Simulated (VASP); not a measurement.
Input of a VASP 6.6.1 run:

INCAR

```
  PREC = Accurate
  ENCUT = 520
  EDIFF = 1E-6
  ISMEAR = 0
  SIGMA = 0.05
  LREAL = F
  LASPH = T
  NELM = 100
  ALGO = Fast
  ISIF = 2
  LWAVE = F
  LCHARG = F
  GGA = PS
  NBANDS = 26
```

The input KPOINTS:

```
Automatic mesh
0
Gamma
  9 9 9
```

The input POSCAR:

```
GaP
1.0
    1.9430151755      1.1218003346      5.9163452923
   -1.9430151755      1.1218003346      5.9163452923
    0.0000000000     -2.2436006692      5.9163452923
Ga P
2 2
Direct
    0.4353720000      0.4353720000      0.4353720000
    0.5646280000      0.5646280000      0.5646280000
    0.0573890000      0.0573890000      0.0573890000
    0.9426110000      0.9426110000      0.9426110000
```

Potentials or basis: VASP PAW PBE potentials, release 64 (Ga_d, P).

The run is started by

```sh
$ cat potpaw_PBE.64/Ga_d/POTCAR potpaw_PBE.64/P/POTCAR > POTCAR
$ mpirun -np 1 vasp_std > vasp.out
```

**Question.** Predict the pressure.

**Answer.** 5.8 GPa.

**Question.** Predict the largest force.

**Answer.** 2.225 eV/Å.

Stress tensor (GPa, compression positive):
```
-1.99  0.00  0.00
 0.00 -1.99  0.00
 0.00  0.00 21.39
```

Caveat: the PAW data sets were made with another functional, which shifts forces and pressure a little; an odd mesh through Γ misses points on the zone boundary, where band edges often lie.
